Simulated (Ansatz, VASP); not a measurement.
CdSe (series) in VASP and in Ansatz

INCAR

```
SYSTEM = CdSe
ALGO = Fast
EDIFF = 1E-6
ENCUT = 520
GGA = PE
ISIF = 2
ISMEAR = 0
LASPH = .True.
LCHARG = .False.
LREAL = .False.
LWAVE = .False.
NBANDS = 26
NELM = 100
PREC = Accurate
SIGMA = 0.02
```

KPOINTS

```
k-points
0
Gamma
  6 6 4
  0 0 0
```

File POSCAR:

```
CdSe
1.0
    4.3000000000      0.0000000000      0.0000000000
   -2.1500000000      3.7239092363      0.0000000000
    0.0000000000      0.0000000000      7.0200000000
Cd Se
2 2
Direct
    0.3333333333      0.6666666667      0.0000000000
    0.6666666667      0.3333333333      0.5000000000
    0.3333333333      0.6666666667      0.3850000000
    0.6666666667      0.3333333333      0.8850000000
```

Input for Ansatz:

```yaml
crystal:
  lattice:
    - [4.3, 0.0, 0.0]
    - [-2.15, 3.7239092363, 0.0]
    - [0.0, 0.0, 7.02]
  atoms:
    - { symbol: Cd, position: [0.3333333333, 0.6666666667, 0.0] }
    - { symbol: Cd, position: [0.6666666667, 0.3333333333, 0.5] }
    - { symbol: Se, position: [0.3333333333, 0.6666666667, 0.385] }
    - { symbol: Se, position: [0.6666666667, 0.3333333333, 0.885] }
basis:
  ecutwfc: 650
kpoints:
  mp_grid: { grid: [6, 6, 4] }
hamiltonian:
  xc: pbe
scf:
  occupations: { method: gaussian, width: 0.02 }
output:
  forces: true
  stress: true
  eigenvalues: true
```

Alike in both runs: task single point; functional PBE; k mesh 6 × 6 × 4; occupations gaussian, width 0.02 eV; no spin polarisation.

```csv
,VASP,Ansatz
version,VASP 6.6.1,Ansatz 0.2.0
potentials or method,"VASP PAW PBE potentials, release 64 (Cd, Se)","scalar-relativistic, plane waves, PAW"
plane-wave cutoff (eV),520,650
valence electrons in the cell,36,72
```

Ansatz gave:

- gap on the k mesh at the Fermi level (eV): 0.70
- least direct gap on the mesh (eV): 0.70
- pressure (GPa): 3.0
- largest component of the traceless stress (GPa): 1.36
- rms of the force components (eV/Å): 0.163

Which values does VASP return?

gap on the k mesh at the Fermi level (eV): 0.70; least direct gap on the mesh (eV): 0.70; pressure (GPa): 3.4; largest component of the traceless stress (GPa): 1.42; rms of the force components (eV/Å): 0.169.

Atom by atom the forces differ by 0.005 eV/Å (rms over components). The two sets of potentials don't hold the same shells in valence.
